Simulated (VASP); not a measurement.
An input for Ansatz (written as the equivalent of a VASP run, and not itself run):

Ansatz 0.2 input:
```yaml
crystal:
  lattice:
    - [0.0000000, 2.9850000, 2.9850000]
    - [2.9850000, 0.0000000, 2.9850000]
    - [2.9850000, 2.9850000, 0.0000000]
  atoms:
    - { symbol: Na, position: [0.0000000, 0.0000000, 0.0000000] }
    - { symbol: Br, position: [0.5000000, 0.5000000, 0.5000000] }
kpoints:
  mp_grid: { grid: [7, 7, 7] }
hamiltonian:
  xc: pbe
  pseudopotentials: { kind: paw }
scf:
  occupations: { method: gaussian, width: 0.05 }
  max_iter: 100
output: { forces: true, stress: true, eigenvalues: true }
```

Write the VASP files for the same calculation (PBE).

Several could match; the one computed here: 
File KPOINTS:
```
Automatic mesh
0
Gamma
7 7 7
0 0 0
```

INCAR:
```
# general
SYSTEM   =  NaBr
PREC     =  Accurate
ENCUT    =  400
LREAL    =  .False.
LASPH    =  .True.

# electronic loop
EDIFF    =  1E-6
NELM     =  100
ALGO     =  Normal
LMAXMIX  =  4

# smearing
ISMEAR   =  0
SIGMA    =  0.05   # width (eV)

# functional
GGA      =  PE   # PBE

# ions
ISIF     =  2   # forces and stress, cell fixed

# output
LWAVE    =  .False.
LCHARG   =  .False.
```

File POSCAR:
```
NaBr
1
    0.0000000000     2.9850000000     2.9850000000
    2.9850000000     0.0000000000     2.9850000000
    2.9850000000     2.9850000000     0.0000000000
Na Br
1 1
Direct
  0.0000000000   0.0000000000   0.0000000000
  0.5000000000   0.5000000000   0.5000000000
```

POTCAR, in this order: Na_pv Br (PBE.64 set). Program: vasp_std.

The two are equivalent in intent, not identical: each code has its own PAW files, so the cut-off isn't converted (ENCUT is set for VASP's; basis.ecutwfc is left out, and Ansatz then takes the one that its files recommend); Ansatz stops its SCF on the density residual and VASP on the energy change (EDIFF).

The compound is NaBr in the rock salt structure. The cell was not relaxed at this level.
